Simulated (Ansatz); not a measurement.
# TiAl: the cost of one run

Computed with Ansatz 0.2.0 (DFT PBE, scalar-relativistic, plane waves, PAW, unless a step's input says otherwise).

3 further runs of the same task are left out: 3 set aside as unsound or not needed.

## 1. Starting point

The structure is tetragonal, space group P4/mmm (No. 123). The conventional cell has a = 2.811 Å, b = 2.811 Å, c = 4.066 Å, α = 90.00°, β = 90.00°, γ = 90.00°. Ti (site symmetry 4/mmm) has 4 Ti at 2.81 Å and 8 Al at 2.84 Å as nearest neighbours. Al (site symmetry 4/mmm) has 4 Al at 2.81 Å and 8 Ti at 2.84 Å as nearest neighbours.

Structure file:

```
CELL_PARAMETERS angstrom
2.81075 0.00000 0.00000
0.00000 2.81075 0.00000
0.00000 0.00000 4.06642
ATOMIC_POSITIONS crystal
Ti 0.50000 0.50000 0.50000
Al 0.00000 0.00000 0.00000
```

This is candidate A: structure listed in a database for this formula (P4/mmm, No. 123).

(A quick probe on a coarse mesh, which set the mesh and smearing, is not shown.)

## 3. The relaxation (candidate A)

The input, input.yaml:

```yaml
crystal:
  lattice:
    - [2.81075181, 0.0, 0.0]
    - [0.0, 2.81075181, 0.0]
    - [0.0, 0.0, 4.06642192]
  atoms:
    - { symbol: Ti, position: [0.5, 0.5, 0.5] }
    - { symbol: Al, position: [0.0, 0.0, 0.0] }
basis:
  ecutwfc: 420
kpoints:
  mp_grid: { grid: [14, 14, 10] }
hamiltonian:
  xc: pbe
scf:
  occupations: { method: gaussian, width: 0.1 }
output:
  forces: true
  stress: true
  eigenvalues: true
relax:
  adjacent_minimum: "off"
  f_tol: 0.01
  max_steps: 80
  cell: { stress_tol: 0.05 }
```

**Question.** How long does this run take on 1 thread of an x86-64 CPU, shared host, and how much memory does it need?

About 11 s, with a peak of 0.45 GiB.
